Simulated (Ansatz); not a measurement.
# Ligand exchange: BH2I + C3H8S → BH2(SH) + C3H7I

Species: BH2I `BI`, singlet; C3H8S (1-propanethiol) `CCCS`, singlet; BH2(SH), singlet; C3H7I (1-iodopropane) `CCCI`, singlet. The partners trade I for SH: B–I and C–SH bonds give way to B–SH and C–I.

Shapes, held fixed at every level: PBE0-D4/def2-TZVP. Flexible molecules stand in one conformer, not always the lowest. Programs: Ansatz 0.2.0. Electronic energies: no zero-point or thermal term.

(1) Estimate ΔE of this reaction.

Answers

(1) The highest level, CCSD(T)/def2-TZVPP, gives ΔE = -37.4 kJ/mol; the levels span -40.8 to -29.0. The column of differences is taken from that level and isn't an error. No measured value is set beside it here. For atoms past krypton def2 sets carry core potentials with scalar relativity. Outer-core shells of I are correlated in most correlated rows, in sets that cover them unevenly. Times are processor times on shared x86 and Arm servers, and rough.

| level | kind | ΔE (kJ/mol) | less CCSD(T)/def2-TZVPP | CPU time (sum over the molecules) |
| --- | --- | --- | --- | --- |
| HF/def2-TZVPP | Hartree–Fock | -29.0 | +8.4 | – |
| PBE-D4/def2-TZVPP | GGA | -40.8 | -3.4 | 25 s |
| B3LYP-D4/def2-TZVPP | global hybrid | -40.4 | -3.0 | 43 s |
| PBE0-D4/def2-TZVPP | global hybrid | -37.5 | -0.1 | 27 s |
| B2PLYP/def2-TZVPP | double hybrid | -38.9 | -1.5 | 53 s |
| MP2/def2-TZVPP | perturbation theory | -37.5 | -0.1 | – |
| CCSD(T)/def2-TZVPP | coupled cluster or CI | -37.4 | 0.0 | 16 min |
